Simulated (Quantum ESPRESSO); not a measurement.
# FeO (Wuestite): zone-centre phonons under several settings

```xyz
2
Lattice="1.5188 0.8769 2.5196 -1.5188 0.8769 2.5196 0.0000 -1.7538 2.5196" Properties=species:S:1:pos:R:3 pbc="T T T"
Fe    0.0000    0.0000    0.0000
O     0.0000    0.0000    3.7794
```

All runs used Quantum ESPRESSO 7.5; potentials PseudoDojo 0.4.1 SR LDA standard; given cell; collinear spin, ferromagnetic start; cutoff 1225 eV; occupations fermi-dirac, width 0.05 eV.

```tsv
level	k mesh (s: shifted)	pressure (GPa)	lowest optical mode without the field (cm⁻¹)	highest optical mode without the field (cm⁻¹)
LDA	4 × 4 × 4	-16.9	212	212
LDA	6 × 6 × 6	?	?	?
LDA	8 × 8 × 8	-17.0	176	185
```

Q: What stands in the row left open?

A: Pressure -16.9 GPa; lowest optical mode without the field 146 cm⁻¹; highest optical mode without the field 161 cm⁻¹.

Caveats: some runs use coarse meshes; the mesh is thin for the phonons of a metal; the cell is more than 3 GPa from zero pressure, which shifts response properties; a cell with one magnetic atom can't hold antiferromagnetic order, which such compounds often take.

For the row left open. Caveat: the k mesh is coarse (spacing up to 0.42 Å⁻¹), so the values aren't converged; the mesh is thin for the phonons of a metal; the cell is more than 3 GPa from zero pressure, which shifts response properties; a cell with one magnetic atom can't hold antiferromagnetic order, which such compounds often take.
